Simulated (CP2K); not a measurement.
Crystal: Nb.

```
Nb
1.0
     2.71964    0.00000    0.00000
     0.00000    2.71964    0.00000
     0.00000    0.00000    2.71964
Nb
1
Direct
  0.50000 0.50000 0.50000
```

The cell was built by a generator and needn't be a form met in nature.

Base run:

```yaml
Program: CP2K 2026.2
Functional: BLYP
Dispersion: D4
Potentials_or_basis: GTH_POTENTIALS Nb GTH-PBE-q13; TZVP-MOLOPT-PBE-GTH basis
Density_cutoff: 6123 eV
k_mesh: 10 × 10 × 10
Occupations: fermi-dirac, width 0.05 eV
Spin: no spin polarisation
```

Its results: band gap on the k mesh none (metal or under the smearing width); pressure 2.2 GPa.

Question: After a change of settings the same cell gave: band gap on the k mesh none (metal or under the smearing width); pressure 6.5 GPa. Which change was it?
A. dispersion from D4 to D2
B. dispersion from D4 to none
C. dispersion from D4 to D3
D. dispersion from D4 to D3(BJ)

Answer: B.

Dispersion adds attraction, which lowers the pressure at fixed volume and, as a term added to the energy, leaves the levels alone.

Caveats: the potentials were made for another functional, which shifts forces and pressure; the basis of atomic orbitals isn't converged, which shifts pressures, moduli and gaps; pairwise dispersion overbinds metals, which lowers pressure and volume (some runs).
